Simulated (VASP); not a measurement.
**WS2 in VASP: the effect of functional**

The system is WS2, a slab with vacuum.

```
W S
1.0
     3.18321    0.00000    0.00000
    -1.59160    2.75674    0.00000
     0.00000    0.00000   23.66876
W S
2 4
Cartesian
  1.5916 0.9189 8.5842
  0.0000 1.8378 15.0845
  1.5916 0.9189 16.6435
  0.0000 1.8378 10.1434
  1.5916 0.9189 13.5253
  0.0000 1.8378 7.0253
```

Alike in all runs:

| Item | Value |
| --- | --- |
| Program | VASP 6.6.1 |
| Task | band structure |
| Cutoff | 520 eV |
| k mesh | 7 × 7 × 2 |
| Occupations | fermi-dirac, width 0.05 eV |
| Spin | no spin polarisation |

```tsv
functional	potentials or basis	gap on the mesh (eV)	largest force (eV/Å)
LDA	VASP PAW LDA potentials, release 64 (W_sv, S)	1.60	0.35
PBE	VASP PAW PBE potentials, release 64 (W_sv, S)	1.66	0.27
PBEsol	VASP PAW PBE potentials, release 64 (W_sv, S)	1.64	0.10
RPBE	VASP PAW PBE potentials, release 64 (W_sv, S)	?	?
revPBE	VASP PAW PBE potentials, release 64 (W_sv, S)	1.69	0.40
BLYP	VASP PAW PBE potentials, release 64 (W_sv, S)	1.65	0.80
PW91	VASP PAW PBE potentials, release 64 (W_sv, S)	1.66	0.33
```

Problem. What does the run with functional RPBE give?

Solution. gap on the mesh 1.70 eV; largest force 0.45 eV/Å.

Caveats: spin-orbit coupling is left out, which moves the levels of the heavy elements; the PAW data sets were made with another functional, which shifts forces and pressure a little (some runs).

A k mesh can miss the band edges.
